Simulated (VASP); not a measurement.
Wanted: the native input for a VASP 6.6.1 run.

* Task: band structure
* Functional: revPBE
* Potentials or basis: VASP PAW PBE potentials, release 64 (Al, O)
* Cutoff: 520 eV
* k mesh: 6 × 3 × 9
* Occupations: fermi-dirac, width 0.05 eV
* Spin: no spin polarisation
* Further INCAR settings: ALGO = Normal; EDIFF = 1e-07

The structure of Al2O3 lies in POSCAR:

```
Al2O3
1.0
    4.6137770000      0.0000000000      0.0000000000
    0.0000000000      9.5632790000      0.0000000000
    0.0000000000      0.0000000000      3.1198620000
Al O
4 6
Direct
    0.9829750000      0.8245730000      0.0000000000
    0.0170250000      0.1754270000      0.0000000000
    0.4829750000      0.6754270000      0.5000000000
    0.5170250000      0.3245730000      0.5000000000
    0.5000000000      0.5000000000      0.5000000000
    0.1236350000      0.7530500000      0.5000000000
    0.3763650000      0.2530500000      0.0000000000
    0.6236350000      0.7469500000      0.0000000000
    0.0000000000      0.0000000000      0.0000000000
    0.8763650000      0.2469500000      0.5000000000
```

Measurements of this composition are mostly on another form, of space group No. 167.

One way to write it, as run:

INCAR

```
SYSTEM = Al2O3
ALGO = Normal
EDIFF = 1E-7
ENCUT = 520
GGA = RE
ISIF = 2
ISMEAR = -1
LASPH = .True.
LCHARG = .False.
LREAL = .False.
LWAVE = .False.
NELM = 100
PREC = Accurate
SIGMA = 0.05
```

KPOINTS

```
k-points
0
Gamma
  6 3 9
  0 0 0
```

KPOINTS_OPT

```
path GXSYGZURTZ,YT,UX,SR
10
line-mode
reciprocal
 0.0000000000  0.0000000000  0.0000000000  G
 0.0000000000  0.0000000000  0.5000000000  X

 0.0000000000  0.0000000000  0.5000000000  X
 0.5000000000  0.0000000000  0.5000000000  S

 0.5000000000  0.0000000000  0.5000000000  S
 0.5000000000  0.0000000000  0.0000000000  Y

 0.5000000000  0.0000000000  0.0000000000  Y
 0.0000000000  0.0000000000  0.0000000000  G

 0.0000000000  0.0000000000  0.0000000000  G
 0.0000000000  0.5000000000  0.0000000000  Z

 0.0000000000  0.5000000000  0.0000000000  Z
 0.0000000000  0.5000000000  0.5000000000  U

 0.0000000000  0.5000000000  0.5000000000  U
 0.5000000000  0.5000000000  0.5000000000  R

 0.5000000000  0.5000000000  0.5000000000  R
 0.5000000000  0.5000000000  0.0000000000  T

 0.5000000000  0.5000000000  0.0000000000  T
 0.0000000000  0.5000000000  0.0000000000  Z

 0.5000000000  0.0000000000  0.0000000000  Y
 0.5000000000  0.5000000000  0.0000000000  T

 0.0000000000  0.5000000000  0.5000000000  U
 0.0000000000  0.0000000000  0.5000000000  X

 0.5000000000  0.0000000000  0.5000000000  S
 0.5000000000  0.5000000000  0.5000000000  R
```

Potentials or basis: VASP PAW PBE potentials, release 64 (Al, O).

Command:

```console
$ cat potpaw_PBE.64/Al/POTCAR potpaw_PBE.64/O/POTCAR > POTCAR
$ mpirun -np 1 vasp_std > vasp.out
```

Results of the run:

The pressure is 2.0 GPa, the largest force is 0.208 eV/Å and the band gap on the k mesh is 3.66 eV, direct. The band gap along the path is 3.66 eV, direct.

Caveat: the PAW data sets were made with another functional, which shifts forces and pressure a little.

It took 4.9 min on 1 thread of Intel(R) Xeon(R) Platinum 8259CL CPU @ 2.50GHz (Skylake/Cascade Lake) (shared host), peak memory 0.37 GiB.
